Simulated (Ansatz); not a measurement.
# TiC: a vibration from a frozen displacement

Method: Ansatz, DFT PBE, scalar-relativistic, plane waves, PAW. The runs took a 420 eV cutoff, a Γ-centred 14×14×14 mesh and Gaussian smearing (0.15 eV). No spin polarisation. Energies are free energies at this smearing, counted from the undisturbed cell; pressure is positive in compression.

The starting cell (relaxed at this level):

```
Ti C
1.0
     4.33292    0.00000    0.00000
     0.00000   -4.33292    0.00000
     0.00000    0.00000   -4.33292
Ti C
4 4
Direct
  0.00000 0.00000 0.00000
  0.50000 0.50000 0.00000
  0.50000 0.00000 0.50000
  0.00000 0.50000 0.50000
  0.50000 0.00000 0.00000
  0.00000 0.50000 0.00000
  0.00000 0.00000 0.50000
  0.50000 0.50000 0.50000
```

Atom 1 (Ti) is moved by x along the Cartesian unit vector (1.000, 0.000, 0.000); the cell and all other atoms stay fixed. The cell's volume is 81.35 Å³; the moved atoms weigh 47.867 u together and the others 191.645 u. Some rows repeat others by symmetry and weren't run.

```csv
x (Å),ΔE (meV/cell),total force on the moved atoms along the move (eV/Å),pressure (GPa)
-0.2000,315.83,3.3146,1.8675
-0.1667,216.19,2.6785,1.2945
-0.1333,136.66,2.0906,0.8285
-0.0667,33.74,1.0162,0.2131
0.0000,0.00,0.0000,0.0082
0.0667,33.74,-1.0162,0.2131
0.1333,136.66,-2.0906,0.8285
0.1667,216.19,-2.6785,1.2945
0.2000,315.83,-3.3146,1.8675
```

Q: What frequency belongs to this motion?

A: The force constant is k = −dF/dx = 15.235 eV/Å², from the parabola through x = -0.0667, 0 and 0.0667. In every cell the moved atoms swing against the rest, so the mass is μ = m₁m₂/(m₁ + m₂) = 38.301 u, and ν̃ = 521.5 cm⁻¹ × √(|k|/μ) = 329 cm⁻¹. The pattern needn't be a normal mode: ν̃² is then a weighted mean of the squared nonzero frequencies at the zone centre of this cell, so it lies between the lowest and the highest of them.

Q: How far does the harmonic law reach?

A: At x = -0.200 Å, kx²/2 = 304.71 meV against the computed 315.83 meV (+3.6 %): the well is still close to harmonic there.

Q: The pressure changes with x². What does that say about the frequency under compression?

A: With E = k(V)x²/2, k ∝ V^(−2γ) and x scaling with the cell as V^(1/3), P − P0 = −∂E/∂V = (2γ − 2/3) ΔE/V. At x = 0.1333 Å, V(P − P0) = 81.35 × 0.82037 / 160.2 eV = 416.52 meV and ΔE = 136.66 meV, so γ = 1/3 + V(P − P0)/(2ΔE) = 1.86. This is the Grüneisen parameter of the motion under uniform scaling of the cell: shrinking the cell evenly by 1 % in volume raises the frequency by about 1.86 %.

In a metal these slopes depend on the k mesh and the smearing.

The titanium atom sits in a stiff, symmetric well, and the restoring force rises somewhat faster than linearly throughout the sampled range. The move points straight at a carbon neighbour, so it compresses one Ti–C bond and stretches the opposite one. Strong Ti 3d–C 2p covalency, together with short-range repulsion, resists this. Inversion symmetry at the metal site cancels the odd terms in the energy, leaving a positive quartic term as the leading anharmonicity.

The rise in pressure probably has the same origin: repulsion in the shortened bond grows faster than the stretched bond weakens. The positive Grüneisen parameter means that this motion favours expansion of the lattice, though thermal expansion itself depends on the whole phonon spectrum.

Because only one of the four titanium atoms moves, the pattern mixes the optical mode of the primitive cell with zone-boundary vibrations folded back to the zone centre. The 329 cm⁻¹ is therefore a measure of how firmly titanium is held, not a prediction of the optical phonon, in which the light carbon atoms do most of the moving.
